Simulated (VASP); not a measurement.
The system is CdO (Monteponite).

```xyz
2
Lattice="0.0000 2.3495 2.3495 2.3495 0.0000 2.3495 2.3495 2.3495 0.0000" Properties=species:S:1:pos:R:3 pbc="T T T"
Cd    0.0000    0.0000    0.0000
O     2.3495    2.3495    2.3495
```

Base run:

```yaml
Program: VASP 6.6.1
Functional: PBE
Potentials_or_basis: VASP PAW PBE potentials, release 64 (Cd, O_h)
Cutoff: 900 eV
k_mesh: 10 × 10 × 10
Occupations: fermi-dirac, width 0.05 eV
Spin: no spin polarisation
```

Its results: pressure 7.2 GPa.

The run is repeated on the same cell with these changes: potentials or basis from VASP PAW PBE potentials, release 64 (Cd, O_h) to VASP PAW PBE potentials, release 64 (Cd, O_s); cutoff from 900 eV to 400 eV; further incar settings from ALGO = Normal; EDIFF = 1e-06; NBANDS = 16 to ALGO = Normal; EDIFF = 1e-07. What comes out?

Pressure 6.7 GPa.

Caveats: the cutoff is under 1.25 times the usual one of these potentials, so pressure, stress and relaxed cells hold a basis-set (Pulay) error (some runs).
